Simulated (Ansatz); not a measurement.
# Ta at several levels of theory

One geometry, relaxed with PBE, and single points on it; plane waves with PAW potentials in Ansatz, scalar-relativistic unless the row names spin-orbit coupling. No spin polarisation. Meshes are on the primitive cell of 1 atom. Gaps are the least over mesh and band path; pressure is positive in compression. Smearing is Gaussian, 0.10 eV.

Space group Im-3m (No. 229). a = 3.319 Å, b = 3.319 Å, c = 3.319 Å, α = 90.00°, β = 90.00°, γ = 90.00°
```json
{"atom": "Ta", "site": "2a", "symmetry": "m-3m", "x": "0.0000", "y": "0.0000", "z": "0.0000"}
```

```
level cutoff (eV) k mesh gap (eV) pressure (GPa) rough cost with bands (core-min)
  PBE          420  18×18×18         0             0.0                               0.3
```

Problem. What do r2SCAN, PBE with spin-orbit coupling, LDA give on the same cell?

Solution.
| level | cutoff (eV) | k mesh | gap (eV) | pressure (GPa) | rough cost with bands (core-min) |
| --- | --- | --- | --- | --- | --- |
| r2SCAN | 500 | 18×18×18 | 0 | -2.5 | 0.5 |
| PBE with spin-orbit coupling | 420 | 18×18×18 | 0 | 0.0 | 0.26 |
| LDA | 420 | 18×18×18 | 0 | -11.8 | 0.3 |

Spin-orbit coupling is left out except in a row that names it, which matters for the bands of heavy elements.